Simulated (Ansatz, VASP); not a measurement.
# Two plane-wave programs on MgS

File POSCAR:

```
MgS
1.0
    0.0000000000      2.8886855272      2.8886855272
    2.8886855272      0.0000000000      2.8886855272
    2.8886855272      2.8886855272      0.0000000000
S Mg
1 1
Direct
    0.2500000000      0.2500000000      0.2500000000
    0.0000000000      0.0000000000      0.0000000000
```

Contents of INCAR.step1:

```
PREC = Accurate
ENCUT = 520
EDIFF = 1E-5
ISMEAR = -1
SIGMA = 0.05
LREAL = F
LASPH = T
NELM = 60
ALGO = Normal
ISIF = 2
LWAVE = T
LCHARG = F
GGA = PE
NBANDS = 11
```

The input INCAR.step2:

```
PREC = Accurate
ENCUT = 520
EDIFF = 1E-6
ISMEAR = -1
SIGMA = 0.05
LREAL = F
LASPH = T
NELM = 60
ALGO = Normal
ISIF = 2
LWAVE = F
LCHARG = F
GGA = PE
LHFCALC = T
AEXX = 0.25
PRECFOCK = Normal
ISTART = 1
NBANDS = 11
```

The input KPOINTS:

```
regular mesh
0
Gamma
  4 4 4
```

input.yaml

```yaml
crystal:
  lattice:
    - [0.0, 2.8886855272, 2.8886855272]
    - [2.8886855272, 0.0, 2.8886855272]
    - [2.8886855272, 2.8886855272, 0.0]
  atoms:
    - { symbol: S, position: [0.25, 0.25, 0.25] }
    - { symbol: Mg, position: [0.0, 0.0, 0.0] }
hamiltonian:
  xc: pbe0
  pseudopotentials: { kind: paw }
kpoints:
  mp_grid: { grid: [4, 4, 4] }
scf:
  occupations: { method: fermi_dirac, width: 0.05 }
output:
  forces: true
  stress: true
  eigenvalues: true
```

The cell comes from a database or a generator and needn't be the stable form of this composition.

Alike in both runs: task single point; functional PBE0; k mesh 4 × 4 × 4; occupations fermi-dirac, width 0.05 eV; no spin polarisation.

```csv
,VASP,Ansatz
version,VASP 6.6.1,Ansatz 0.2.0
potentials or method,"VASP PAW PBE potentials, release 64 (S, Mg)",Ansatz PAW
plane-wave cutoff (eV),520,420
valence electrons in the cell,8,16
```

|  | VASP | Ansatz | Ansatz less VASP |
| --- | --- | --- | --- |
| gap on the k mesh at the Fermi level (eV) | 4.92 | 4.91 | -0.015 |
| least direct gap on the mesh (eV) | 4.92 | 4.91 | -0.015 |
| pressure (GPa) | -3.4 | -3.2 | +0.24 |

The functional is the same, so the differences come from potentials, cutoffs and numerics. The two sets of potentials don't hold the same shells in valence.

Caveats: the k mesh is coarse (spacing up to 0.47 Å⁻¹), so the values aren't converged, least of all with exact exchange; the PAW data sets were made with another functional, which shifts forces and pressure a little (VASP); the PAW data sets come from PBE, with cores solved anew for the run's functional, which leaves a small shift of forces and pressure (Ansatz); the thresholds are loose for stress (Ansatz).
